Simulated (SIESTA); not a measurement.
# Si2Mo under changes of volume

One of the cells (13.684 Å³/atom); the others are scaled copies at fixed shape and fractional positions:

```
CELL_PARAMETERS angstrom
-1.61060 1.61060 3.95653
1.61060 -1.61060 3.95653
1.61060 1.61060 -3.95653
ATOMIC_POSITIONS crystal
Mo 0.00000 0.00000 0.00000
Si 0.66700 0.66700 0.00000
Si 0.33300 0.33300 0.00000
```

* Program: SIESTA 5.4.2
* Functional: PBEsol
* Potentials or basis: PseudoDojo 0.4 standard (PBEsol files)
* Basis: DZP (energy shift 0.003 Ry; two zetas on semicore shells)
* Grid cutoff: 800 Ry
* Energy shift: 0.003 Ry
* k mesh: 12 × 12 × 12
* Occupations: fermi-dirac, width 0.05 eV
* Spin: no spin polarisation

```csv
volume (Å³/atom),energy over the lowest point (meV/atom),pressure (GPa),largest force (eV/Å)
12.611,27.15,13.5,0.195
12.879,9.19,8.0,0.227
13.148,0.00,3.1,0.257
13.684,4.13,-5.2,0.314
13.953,?,?,?
14.221,33.59,-12.0,0.365
```

Question: What does the run at 13.953 Å³/atom give?

Answer: Energy over the lowest point 16.01 meV/atom; pressure -8.8 GPa; largest force 0.341 eV/Å.

Worked out: A Birch-Murnaghan fit of order 3 (a polynomial in V^(-2/3)) to the other rows has its minimum at 13.33 Å³/atom with B0 = V·E''(V) = 215 GPa and B' = 4.4 at fixed shape and positions, which overstates the stiffness. It gives 16.06 meV/atom at 13.953 Å³/atom, against the run's 16.01, and -dE/dV = -8.9 GPa, against -8.8.

Energies are extrapolated to zero smearing.

Caveats: the basis of atomic orbitals isn't converged, which shifts pressures, moduli and gaps.
